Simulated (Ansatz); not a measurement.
Crystal: Pb.

```xyz
1
Lattice="-1.9797 1.9797 1.9797 1.9797 -1.9797 1.9797 1.9797 1.9797 -1.9797" Properties=species:S:1:pos:R:3 pbc="T T T"
Pb    0.0000    0.0000    0.0000
```

This isn't the form of Pb at room conditions, which is fcc.

Base run:

* Program: Ansatz 0.2.0
* Functional: PBE
* Potentials or basis: all-electron LAPW, scalar-relativistic
* Cutoff: 163 eV (chosen from the basis error)
* Basis error allowed: 0.001 eV/atom
* k mesh: 9 × 9 × 9
* Occupations: fermi-dirac, width 0.05 eV
* Spin: no spin polarisation

Its results: pressure 0.8 GPa.

Question: The run is repeated on the same cell with these changes: functional from PBE to LDA. What comes out?

Answer: Pressure -3.4 GPa.

LDA binds more tightly than PBE, so the same cell stands under less pressure.
